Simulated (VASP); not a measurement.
# As2Pt (Sperrylite) (Pa-3) in VASP: notebook

Runs on As2Pt (Sperrylite). Level: PBEsol. Tasks: relaxation of the atoms.

Program: VASP 6.6.1. These are calculated values, not measurements. Logs are shortened: lines on timing, memory, paths and dates and some standing lists are left out, and cuts for length are marked.

## (1) The undisturbed crystal

It takes space group Pa-3 (No. 205, cubic). Conventional cell: a = 5.966 Å, b = 5.966 Å, c = 5.966 Å, α = 90.00°, β = 90.00°, γ = 90.00°. As (site symmetry 3) has 1 As at 2.42 Å and 3 Pt at 2.49 Å as nearest neighbours. Around Pt (site symmetry -3) lie 6 As at 2.49 Å.

## (2) Relaxation of the atoms, PBEsol (a relaxed cell with its volume scaled by 1.02)

INCAR

```
PREC = Accurate ; ENCUT = 600
EDIFF = 1E-7 ; ISMEAR = 0
SIGMA = 0.03 ; LREAL = F
LASPH = T ; NELM = 80
ALGO = Normal ; ISIF = 2
LWAVE = F ; LCHARG = F
GGA = PS ; IBRION = 2
NSW = 40 ; EDIFFG = -0.01
KPAR = 4
```

KPOINTS

```
Automatic mesh
0
Gamma
  6 6 6
```

POSCAR

```
As2Pt                                   
1.0
    6.0225168834      0.0000000000      0.0000000000
    0.0000000000      6.0225168834      0.0000000000
    0.0000000000      0.0000000000      6.0225168834
  As              Pt            
     8     4
Direct
     0.3828931724908671    0.3828931724908671    0.3828931724908671
     0.1171068275091329    0.6171068275091329    0.8828931724908671
     0.8828931724908671    0.1171068275091329    0.6171068275091329
     0.6171068275091329    0.8828931724908671    0.1171068275091329
     0.6171068275091329    0.6171068275091329    0.6171068275091329
     0.8828931724908671    0.3828931724908671    0.1171068275091329
     0.1171068275091329    0.8828931724908671    0.3828931724908671
     0.3828931724908671    0.1171068275091329    0.8828931724908671
     0.0000000000000000    0.0000000000000000    0.0000000000000000
     0.5000000000000000    0.0000000000000000    0.5000000000000000
     0.5000000000000000    0.5000000000000000    0.0000000000000000
     0.0000000000000000    0.5000000000000000    0.5000000000000000
```

Potentials or basis: VASP PAW PBE potentials, release 64 (As, Pt).

Run with:

```console
> cat potpaw_PBE.64/As/POTCAR potpaw_PBE.64/Pt/POTCAR > POTCAR
> mpirun -np 4 vasp_std > vasp.out
```

OUTCAR:

```text
PREC = Accurate
   ENCUT = 600
   EDIFF = 1E-7
   ISMEAR = 0
   LREAL = F
   LASPH = T
   NELM = 80
   ISIF = 2
   GGA = PS
   IBRION = 2
   NSW = 40
   EDIFFG = -0.01

 ion  position               nearest neighbor table
   1  0.383  0.383  0.383-   5 2.44  10 2.51  11 2.51  12 2.51
   2  0.117  0.617  0.883-   6 2.44   9 2.51  11 2.51  12 2.51
   3  0.883  0.117  0.617-   7 2.44   9 2.51  10 2.51  12 2.51
   4  0.617  0.883  0.117-   8 2.44   9 2.51  10 2.51  11 2.51
   5  0.617  0.617  0.617-   1 2.44  10 2.51  11 2.51  12 2.51
   6  0.883  0.383  0.117-   2 2.44   9 2.51  11 2.51  12 2.51
   7  0.117  0.883  0.383-   3 2.44   9 2.51  10 2.51  12 2.51
   8  0.383  0.117  0.883-   4 2.44   9 2.51  10 2.51  11 2.51
   9  0.000  0.000  0.000-   2 2.51   3 2.51   4 2.51   6 2.51   7 2.51   8 2.51
  10  0.500  0.000  0.500-   1 2.51   3 2.51   4 2.51   5 2.51   7 2.51   8 2.51
  11  0.500  0.500  0.000-   1 2.51   2 2.51   4 2.51   5 2.51   6 2.51   8 2.51
  12  0.000  0.500  0.500-   1 2.51   2 2.51   3 2.51   5 2.51   6 2.51   7 2.51

  LATTYP: Found a simple cubic cell.
 ALAT       =     6.0225168834

  Lattice vectors:

 A1 = (   6.0225168834,   0.0000000000,   0.0000000000)
 A2 = (   0.0000000000,   6.0225168834,   0.0000000000)
 A3 = (   0.0000000000,   0.0000000000,   6.0225168834)

Analysis of symmetry for initial positions (statically):
=====================================================================
 Subroutine PRICEL returns:
 Original cell was already a primitive cell.

 Routine SETGRP: Setting up the symmetry group for a
 simple cubic supercell.

 Subroutine GETGRP returns: Found 24 space group operations
 (whereof  6 operations were pure point group operations)
 out of a pool of 48 trial point group operations.

The static configuration has the point symmetry S_6 .
 The point group associated with its full space group is T_h .

Analysis of symmetry for dynamics (positions and initial velocities):
=====================================================================
 Subroutine PRICEL returns:
 Original cell was already a primitive cell.

 Routine SETGRP: Setting up the symmetry group for a
 simple cubic supercell.

 Subroutine GETGRP returns: Found 24 space group operations
 (whereof  6 operations were pure point group operations)
 out of a pool of 48 trial point group operations.

The dynamic configuration has the point symmetry S_6 .
 The point group associated with its full space group is T_h .

 Subroutine INISYM returns: Found 24 space group operations
 (whereof  6 operations are pure point group operations),
 and found     1 'primitive' translations

----------------------------------------------------------------------------------------

                                     Primitive cell

  volume of cell :     218.4410

  direct lattice vectors                    reciprocal lattice vectors
     6.022516883  0.000000000  0.000000000     0.166043536  0.000000000  0.000000000
     0.000000000  6.022516883  0.000000000     0.000000000  0.166043536  0.000000000
     0.000000000  0.000000000  6.022516883     0.000000000  0.000000000  0.166043536

  length of vectors
     6.022516883  6.022516883  6.022516883     0.166043536  0.166043536  0.166043536

  position of ions in fractional coordinates (direct lattice)
     0.382893172  0.382893172  0.382893172
     0.117106828  0.617106828  0.882893172
     0.882893172  0.117106828  0.617106828
     0.617106828  0.882893172  0.117106828
     0.617106828  0.617106828  0.617106828
     0.882893172  0.382893172  0.117106828
     0.117106828  0.882893172  0.382893172
     0.382893172  0.117106828  0.882893172
     0.000000000  0.000000000  0.000000000
     0.500000000  0.000000000  0.500000000
[... 119 lines left out ...]
 conjugate gradient relaxation of ions
 non-spin polarized calculation
 Gauss-broadening in eV      SIGMA  =   0.03
  energy-cutoff  :      600.00
  volume of cell :      218.44
 maximum number of plane-waves:      7320
   NGX = 25   NGY = 25   NGZ = 25

--------------------------------------- Ionic step        1  -------------------------------------------

 number of electron      80.0000013 magnetization

 Free energy of the ion-electron system (eV)
  ---------------------------------------------------
  ext. energy  EPLUGINS =         0.00000000
  ---------------------------------------------------
  free energy    TOTEN  =       -75.30508882 eV

  energy without entropy =      -75.30508861  energy(sigma->0) =      -75.30508872

------------------------ aborting loop because EDIFF is reached ----------------------------------------

  FORCE on cell =-STRESS in cart. coord.  units (eV):
  Direction    XX          YY          ZZ          XY          YZ          ZX
  --------------------------------------------------------------------------------------
  -------------------------------------------------------------------------------------
  Total       -3.9905842     -3.9905842     -3.9905842     -0.0000000     -0.0000000      0.0000000
  in kB      -29.2693438    -29.2693438    -29.2693438     -0.0000000     -0.0000000      0.0000000
  external PRESSURE =     -29.2693438 kB  Pullay stress =       0.0000000 kB

 VOLUME and BASIS-vectors are now :
 -----------------------------------------------------------------------------
  energy-cutoff  :      600.00
  volume of cell :      218.44
      direct lattice vectors                 reciprocal lattice vectors
     6.022516883  0.000000000  0.000000000     0.166043536  0.000000000  0.000000000
     0.000000000  6.022516883  0.000000000     0.000000000  0.166043536  0.000000000
     0.000000000  0.000000000  6.022516883     0.000000000  0.000000000  0.166043536

 POSITION                                       TOTAL-FORCE (eV/Angst)
 -----------------------------------------------------------------------------------
      2.30598      2.30598      2.30598         0.013167      0.013167      0.013167
      0.70528      3.71654      5.31724        -0.013167     -0.013167      0.013167
      5.31724      0.70528      3.71654         0.013167     -0.013167     -0.013167
      3.71654      5.31724      0.70528        -0.013167      0.013167     -0.013167
      3.71654      3.71654      3.71654        -0.013167     -0.013167     -0.013167
      5.31724      2.30598      0.70528         0.013167      0.013167     -0.013167
      0.70528      5.31724      2.30598        -0.013167      0.013167      0.013167
      2.30598      0.70528      5.31724         0.013167     -0.013167      0.013167
      0.00000      0.00000      0.00000        -0.000000      0.000000     -0.000000
      3.01126      0.00000      3.01126        -0.000000      0.000000     -0.000000
      3.01126      3.01126      0.00000        -0.000000      0.000000     -0.000000
      0.00000      3.01126      3.01126        -0.000000      0.000000     -0.000000
 -----------------------------------------------------------------------------------
    total drift:                               -0.000000      0.000000      0.000000

  FREE ENERGIE OF THE ION-ELECTRON SYSTEM (eV)
  ---------------------------------------------------
  free  energy   TOTEN  =       -75.3050888229 eV

  energy  without entropy=      -75.3050886120  energy(sigma->0) =      -75.30508872

--------------------------------------- Ionic step        2  -------------------------------------------

 number of electron      80.0000013 magnetization

 Free energy of the ion-electron system (eV)
  ---------------------------------------------------
  ext. energy  EPLUGINS =         0.00000000
  ---------------------------------------------------
  free energy    TOTEN  =       -75.30520172 eV

  energy without entropy =      -75.30520150  energy(sigma->0) =      -75.30520161

 E-fermi :   7.1735     XC(G=0): -11.3534

 val. band max:        7.0832600444   @ k =   0.3333   0.3333   0.0000
 cond. band min:       7.2583949838   @ k =   0.5000   0.5000   0.5000
 fundamental gap:      0.1751349394
 Fermi energy:         7.1735075692

 k-point     1 :       0.0000    0.0000    0.0000
  band No.  band energies     occupation
      1      -7.0225      2.00000
      2      -5.0349      2.00000
      3      -5.0349      2.00000
      4      -5.0349      2.00000
      5      -2.8982      2.00000
      6      -2.8982      2.00000
[... 1213 lines left out ...]
     47       9.9717      0.00000
     48       9.9717      0.00000

------------------------ aborting loop because EDIFF is reached ----------------------------------------

  FORCE on cell =-STRESS in cart. coord.  units (eV):
  Direction    XX          YY          ZZ          XY          YZ          ZX
  --------------------------------------------------------------------------------------
  -------------------------------------------------------------------------------------
  Total       -3.9794207     -3.9794207     -3.9794207     -0.0000000      0.0000000     -0.0000000
  in kB      -29.1874637    -29.1874637    -29.1874637     -0.0000000      0.0000000     -0.0000000
  external PRESSURE =     -29.1874637 kB  Pullay stress =       0.0000000 kB

 VOLUME and BASIS-vectors are now :
 -----------------------------------------------------------------------------
  energy-cutoff  :      600.00
  volume of cell :      218.44
      direct lattice vectors                 reciprocal lattice vectors
     6.022516883  0.000000000  0.000000000     0.166043536  0.000000000  0.000000000
     0.000000000  6.022516883  0.000000000     0.000000000  0.166043536  0.000000000
     0.000000000  0.000000000  6.022516883     0.000000000  0.000000000  0.166043536

 POSITION                                       TOTAL-FORCE (eV/Angst)
 -----------------------------------------------------------------------------------
      2.30662      2.30662      2.30662         0.001368      0.001368      0.001368
      0.70464      3.71590      5.31787        -0.001368     -0.001368      0.001368
      5.31787      0.70464      3.71590         0.001368     -0.001368     -0.001368
      3.71590      5.31787      0.70464        -0.001368      0.001368     -0.001368
      3.71590      3.71590      3.71590        -0.001368     -0.001368     -0.001368
      5.31787      2.30662      0.70464         0.001368      0.001368     -0.001368
      0.70464      5.31787      2.30662        -0.001368      0.001368      0.001368
      2.30662      0.70464      5.31787         0.001368     -0.001368      0.001368
      6.02252      0.00000      6.02252        -0.000000      0.000000      0.000000
      3.01126      0.00000      3.01126        -0.000000      0.000000      0.000000
      3.01126      3.01126      6.02252        -0.000000      0.000000      0.000000
      6.02252      3.01126      3.01126        -0.000000      0.000000      0.000000
 -----------------------------------------------------------------------------------
    total drift:                               -0.000000     -0.000000     -0.000000

  FREE ENERGIE OF THE ION-ELECTRON SYSTEM (eV)
  ---------------------------------------------------
  free  energy   TOTEN  =       -75.3052017189 eV

  energy  without entropy=      -75.3052015040  energy(sigma->0) =      -75.30520161

 reached required accuracy - stopping structural energy minimisation
```

Run time: 78 s. Hardware: 4 MPI ranks of Intel Xeon 6975P-C (Granite Rapids), shared host; peak memory 0.48 GiB.

Results:

| Property | Result |
| --- | --- |
| Free energy | -75.3052 eV |
| Energy gained by relaxing | 0.0 meV/atom |
| Ionic steps | 2 |
| Pressure after relaxing | -2.9 GPa |
| Band gap on the k mesh | 0.18 eV, indirect (least direct gap 0.88 eV) |

Forces in eV/Å, atoms in the order of the input:
```
As   0.001  0.001  0.001
As  -0.001 -0.001  0.001
As   0.001 -0.001 -0.001
As  -0.001  0.001 -0.001
As  -0.001 -0.001 -0.001
As   0.001  0.001 -0.001
As  -0.001  0.001  0.001
As   0.001 -0.001  0.001
Pt   0.000  0.000  0.000
Pt   0.000  0.000  0.000
Pt   0.000  0.000  0.000
Pt   0.000  0.000  0.000
```

Step by step:
```
step  energy change (eV)  largest force (eV/Å)  pressure (GPa)
   1              0.0000                0.0228           -2.93
   2             -0.0001                0.0024           -2.92
```

Final structure:
```cif
data_structure
_symmetry_space_group_name_H-M 'P 1'
_symmetry_Int_Tables_number 1
_cell_length_a 6.0225
_cell_length_b 6.0225
_cell_length_c 6.0225
_cell_angle_alpha 90.000
_cell_angle_beta 90.000
_cell_angle_gamma 90.000
_cell_volume 218.44
loop_
_atom_site_label
_atom_site_type_symbol
_atom_site_fract_x
_atom_site_fract_y
_atom_site_fract_z
_atom_site_occupancy
As1 As 0.38300 0.38300 0.38300 1
As2 As 0.11700 0.61700 0.88300 1
As3 As 0.88300 0.11700 0.61700 1
As4 As 0.61700 0.88300 0.11700 1
As5 As 0.61700 0.61700 0.61700 1
As6 As 0.88300 0.38300 0.11700 1
As7 As 0.11700 0.88300 0.38300 1
As8 As 0.38300 0.11700 0.88300 1
Pt1 Pt 0.00000 0.00000 0.00000 1
Pt2 Pt 0.50000 0.00000 0.50000 1
Pt3 Pt 0.50000 0.50000 0.00000 1
Pt4 Pt 0.00000 0.50000 0.50000 1
```

Levels at points of the mesh, in eV from the valence-band top:
| k point | band 38 | band 39 | band 40 | band 41 | band 42 | band 43 |
| --- | --- | --- | --- | --- | --- | --- |
| (0.00, 0.00, 0.00) | -0.95 | -0.95 | -0.95 | 0.61 | 0.61 | 0.61 |
| (0.50, 0.00, 0.00) | -1.22 | -0.82 | -0.82 | 1.44 | 1.44 | 1.60 |
| (0.50, 0.50, 0.00) | -0.57 | -0.57 | -0.57 | 1.89 | 1.89 | 1.89 |
| (0.50, 0.50, 0.50) | -0.71 | -0.71 | -0.71 | 0.18 | 0.18 | 0.18 |

Caveat: the PAW data sets were made with another functional, which shifts forces and pressure a little; spin-orbit coupling is left out, which moves the levels of the heavy elements. A k mesh can miss the band edges.

[end of part 1 of 2]
